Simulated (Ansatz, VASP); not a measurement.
This is a calculation of KCl (Sylvite) for Ansatz 0.2.0. 

The input input.yaml:

```yaml
crystal:
  lattice:
    - [0.0, 3.14647, 3.14647]
    - [3.14647, 0.0, 3.14647]
    - [3.14647, 3.14647, 0.0]
  atoms:
    - { symbol: K, position: [0.0, 0.0, 0.0] }
    - { symbol: Cl, position: [0.5, 0.5, 0.5] }
hamiltonian:
  xc: pbesol
  pseudopotentials: { kind: paw }
kpoints:
  mp_grid: { grid: [7, 7, 7] }
scf:
  occupations: { method: gaussian, width: 0.1 }
output:
  forces: true
  stress: true
  eigenvalues: true
```

Potentials or basis: Ansatz PAW.

Launch:

```sh
$ ansatz run input.yaml --threads 1 --pin off --max-ram 3584MiB --backend cpu --events-out ev --progress --plain --runs-dir out
```

Q: Set up the same calculation for VASP 6.6.1. Potentials or basis there: PBE PAW files Cl, K_pv, 500 eV.

A: As run (cutoffs and basis follow the program's own potentials, and thresholds, step limits or extra output files can differ):

INCAR

```
  PREC = Accurate
  ENCUT = 500
  EDIFF = 1E-6
  ISMEAR = 0
  SIGMA = 0.1
  LREAL = False
  LASPH = True
  NELM = 100
  ALGO = Normal
  ISIF = 2
  LWAVE = False
  LCHARG = False
  GGA = PS
  NBANDS = 14
```

The input KPOINTS:

```
regular mesh
0
Gamma
  7 7 7
```

The input POSCAR:

```
KCl
1.0
    0.0000000000      3.1464700000      3.1464700000
    3.1464700000      0.0000000000      3.1464700000
    3.1464700000      3.1464700000      0.0000000000
K Cl
1 1
Cartesian
    0.0000000000      0.0000000000      0.0000000000
    3.1464700000      3.1464700000      3.1464700000
```

Potentials or basis: VASP PAW PBE potentials, release 64 (K_pv, Cl).

Run with:

```bash
$ cat potpaw_PBE.64/K_pv/POTCAR potpaw_PBE.64/Cl/POTCAR > POTCAR
$ mpirun -np 1 vasp_std > vasp.out
```

Both were run:

|  | Ansatz | VASP |
| --- | --- | --- |
| Pressure | -0.4 GPa | 0.0 GPa |

Ansatz's pressure holds a Pulay term of +0.00 GPa for its cutoff of 420 eV, which the other run lacks.

The potentials hold 16 and 14 valence electrons a cell.

Ansatz's potentials were made for PBE. VASP's potentials were made for PBE.

Where Ansatz's input types no cutoff or centring, it takes its own default and a Γ-centred mesh.

Pressure is positive in compression.
